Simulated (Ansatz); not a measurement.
Sn:

```xyz
2
Lattice="-2.9401 2.9401 1.5993 2.9401 -2.9401 1.5993 2.9401 2.9401 -1.5993" Properties=species:S:1:pos:R:3 pbc="T T T"
Sn    0.0000    0.0000    0.0000
Sn    0.0000    2.9401    0.7997
```

| Quantity | Value |
| --- | --- |
| Program | Ansatz 0.2.0 |
| Task | relaxation of cell and atoms |
| Functional | PBEsol |
| Dispersion | D3(BJ) |
| Potentials or basis | Ansatz PAW |
| Cutoff | 420 eV (not typed: the program's choice for these potentials) |
| k mesh | 9 × 9 × 9 |
| Occupations | fermi-dirac, width 0.05 eV |
| Spin | no spin polarisation |

At the start: volume 27.65 Å³/atom.

Q: How do energy, volume and symmetry change on relaxing?

A: It ends after 6 steps and the volume is 25.75 Å³/atom (-6.9 %); space group I4_1/amd (No. 141, to 0.05 Å).

Step by step:
```
step  energy change (eV)  largest force (eV/Å)  volume (Å³)
   1              0.0000                0.0000        55.30
   2             -0.0394                0.0000        50.02
   3             -0.0483                0.0000        51.72
   4             -0.0485                0.0000        51.52
   5             -0.0485                0.0000        51.50
   6             -0.0478                0.0000        51.50
```

Final structure:
```yaml
crystal:
  lattice:
    - [-2.87969, 2.87969, 1.55253]
    - [2.87969, -2.87969, 1.55253]
    - [2.87969, 2.87969, -1.55253]
  atoms:
    - { symbol: Sn, position: [0.00000, 0.00000, 0.00000] }
    - { symbol: Sn, position: [0.75000, 0.25000, 0.50000] }
```

Caveat: the plane-wave basis is chosen anew once the cell has moved, so the energies of steps on either side of that aren't comparable; the PAW data sets come from PBE, with cores solved anew for the run's functional, which leaves a small shift of forces and pressure.
